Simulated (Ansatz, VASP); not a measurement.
One calculation of PtS2, two programs

```
Pt S
1.0
     3.54320    0.00000    0.00000
    -1.77160    3.06850    0.00000
     0.00000    0.00000    5.03880
Pt S
1 2
Direct
  0.00000 0.00000 0.00000
  0.66667 0.33333 0.77300
  0.33333 0.66667 0.22700
```

Alike in both runs: task band structure; functional HF; k mesh 5 × 5 × 3; occupations fermi-dirac, width 0.05 eV; no spin polarisation.

```csv
,VASP,Ansatz
version,VASP 6.6.1,Ansatz 0.2.0
potentials or method,"VASP PAW PBE potentials, release 64 (Pt, S)",Ansatz PAW
plane-wave cutoff (eV),520,420
valence electrons in the cell,22,30
```

|  | VASP | Ansatz | Ansatz less VASP |
| --- | --- | --- | --- |
| gap on the k mesh at the Fermi level (eV) | 7.36 | 7.54 | +0.178 |
| least direct gap on the mesh (eV) | 8.22 | 8.28 | +0.059 |
| gap along the band path (eV) | 7.14 | 7.31 | +0.170 |
| pressure (GPa) | 10.7 | 11.7 | +1.05 |
| largest component of the traceless stress (GPa) | 4.33 | 4.18 | -0.159 |
| rms of the force components (eV/Å) | 0.513 | 0.558 | +0.0442 |

Atom by atom the forces differ by 0.044 eV/Å (rms over components). The two sets of potentials don't hold the same shells in valence.

Caveats: spin-orbit coupling is left out, which moves the levels of the heavy elements; the PAW data sets were made with another functional, which shifts forces and pressure a little (VASP); the mesh misses the band edges, which the band path finds closer together (VASP); the k mesh misses the band edges, so the gap on the mesh is wider than the one along the path (Ansatz); the PAW data sets come from PBE, with cores solved anew for the run's functional, which leaves a small shift of forces and pressure (Ansatz); forces of over 1 eV/Å show positions far from the minimum, so gaps and moduli don't describe the material at rest (Ansatz); the thresholds are loose for stress (Ansatz).
